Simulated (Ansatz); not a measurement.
The computed numbers are results of PBE, scalar-relativistic (no spin polarisation) in the plane-wave PAW code Ansatz at 420 eV, Γ-centred 12×12×6 mesh, 0.05 eV Gaussian smearing. The datasets are Ansatz's generated set soft_2.

The calculation on XC, where X is one element, gave:

```
Space group                                           : P6_3/mmc (No. 194)
Conventional cell                                     : a = 3.266 Å, b = 3.266 Å, c = 5.766 Å, α = 90.00°, β = 90.00°, γ = 120.00°
Volume                                                : 13.32 Å³/atom
Band gap                                              : zero (metallic)
Density of states at the Fermi level                  : about 0.3 states/(eV·atom)
Bader charges                                         : X 1.90; C -1.90 e
f electrons (orthogonalised atomic orbitals)          : X 13.99
Formation energy from the elements (0 K, uncorrected) : -0.39 eV/atom
Bulk modulus (Birch–Murnaghan)                        : 209 GPa
Pressure derivative B0′                               : 4.0
```

Sites: X on 2a, C on 2c.

Q: Which element is X?
A. Hf
B. Yb
C. W
D. Ta

A: A. X is Hf, so the compound is HfC.

This is a trial structure made by placing the elements on a prototype's sites, so it needn't be the stable form.

These numbers lack spin–orbit coupling.
